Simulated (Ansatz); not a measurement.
## Stability checks on a candidate for AgCl

The cell was relaxed from a distorted copy of a database structure.

All numbers below come from DFT PBE, scalar-relativistic, plane waves, PAW in Ansatz 0.2.0. Settings of the last relaxation (2-atom cell): 420 eV, 8×8×8 k points, Gaussian smearing of 0.02 eV, no spin polarisation.

```xyz
2
Lattice="0.0000 2.8059 2.8059 2.8059 0.0000 2.8059 2.8059 2.8059 0.0000" Properties=species:S:1:pos:R:3 pbc="T T T"
Ag    0.0000    0.0000    0.0000
Cl    2.8059    2.8059    2.8059
```

Energies over the elements count from the elements' standard structures at the same level (Cl₂ as a molecule), with no fitted energy shifts.

Q: These tests were run: energy against the elements; phonons on a 4×4×4 q mesh. What do they show?

A:

| test | result |
| --- | --- |
| energy against the elements | −0.452 eV/atom |
| phonons on a 4×4×4 q mesh | no imaginary mode on the mesh |

It fails none of these tests. Competing phases weren't compared here.

The run for the phonons used an 8×8×8 k mesh.
